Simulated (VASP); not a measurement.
Wanted: the native input for a VASP 6.6.1 run.

```
Task                   : relaxation of cell and atoms
Functional             : PBE
Potentials or basis    : VASP PAW PBE potentials, release 64 (Cs_sv, Sn_d, Br)
Cutoff                 : 600 eV
k mesh                 : 6 × 6 × 6
Occupations            : gaussian, width 0.03 eV
Spin                   : no spin polarisation
Further INCAR settings : ALGO = Normal; EDIFF = 1e-06; IBRION = 2; EDIFFG = -0.01; NSW = 90; ISIF = 3
```

The structure of CsSnBr3 lies in POSCAR:

```
CsSnBr3
1.0
    5.8390056100      0.0000000000      0.0000000000
    0.0000000000      5.8390056100      0.0000000000
    0.0000000000      0.0000000000      5.8390056100
Cs Sn Br
1 1 3
Direct
    0.0000000000      0.0000000000      0.0000000000
    0.5000000000      0.5000000000      0.5000000000
    0.5000000000      0.0000000000      0.5000000000
    0.5000000000      0.5000000000      0.0000000000
    0.0000000000      0.5000000000      0.5000000000
```

The cell is a database's computed one.

The input as run:

INCAR

```
ALGO     = Normal         # electronic algorithm
EDIFF    = 1E-6           # SCF threshold, eV
EDIFFG   = -0.01          # ionic threshold
ENCUT    = 600            # plane-wave cutoff, eV
GGA      = PE             # functional
IBRION   = 2              # ionic algorithm
ISIF     = 3              # what is computed and relaxed
ISMEAR   = 0              # smearing method
LASPH    = T              # aspherical terms in the spheres
LCHARG   = F              # write CHGCAR
LREAL    = F              # projectors in reciprocal space
LWAVE    = F              # write WAVECAR
NELM     = 80             # most SCF steps
NSW      = 90             # ionic steps
PREC     = Accurate       # precision mode
SIGMA    = 0.03           # smearing width, eV
```

KPOINTS

```
k-points
0
Gamma
  6 6 6
```

Potentials or basis: VASP PAW PBE potentials, release 64 (Cs_sv, Sn_d, Br).

Command:

```bash
$ cat potpaw_PBE.64/Cs_sv/POTCAR potpaw_PBE.64/Sn_d/POTCAR potpaw_PBE.64/Br/POTCAR > POTCAR
$ mpirun -np 1 vasp_std > vasp.out
```

It gave:

| Property | Result |
| --- | --- |
| Relaxed volume | 41.09 Å³/atom |
| Relaxed cell | a = 5.901 Å, b = 5.901 Å, c = 5.901 Å, α = 90.00°, β = 90.00°, γ = 90.00° |
| Space group after relaxing (to 0.05 Å) | Pm-3m (No. 221) |
| Energy gained by relaxing | 2.2 meV/atom |
| Ionic steps | 3 |
| Pressure after relaxing | 0.0 GPa |
| Band gap on the k mesh | 0.66 eV, direct |

Caveat: spin-orbit coupling is left out, which moves the levels of the heavy elements.

Wall time 110 s on 1 thread of Intel(R) Xeon(R) 6975P-C (Granite Rapids), with other jobs on the host, peak memory 0.42 GiB.
